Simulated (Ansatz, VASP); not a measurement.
One calculation of Ag, two programs

```
Ag
1.0
     2.82097    0.00000    0.00000
     0.00000    2.82097    0.00000
     0.00000    0.00000    2.82097
Ag
1
Direct
  0.00000 0.00000 0.00000
```

Alike in both runs: functional BLYP; k mesh 12 × 12 × 12; occupations fermi-dirac, width 0.1 eV; no spin polarisation.

Ansatz relaxed the structure, and its values are those at the end. VASP's run is a single point on that final structure, the one shown.

|  | VASP | Ansatz |
| --- | --- | --- |
| version | VASP 6.6.1 | Ansatz 0.2.0 |
| potentials or method | VASP PAW PBE potentials, release 64 (Ag) | plane waves (420 eV) with PAW, scalar-relativistic |
| plane-wave cutoff (eV) | 520 | 420 |
| valence electrons in the cell | 11 | 19 |

|  | VASP | Ansatz | Ansatz less VASP |
| --- | --- | --- | --- |
| pressure (GPa) | 0.1 | 0.0 | -0.08 |

The two sets of potentials don't hold the same shells in valence.

Caveats: the PAW data sets were made with another functional, which shifts forces and pressure a little (VASP).
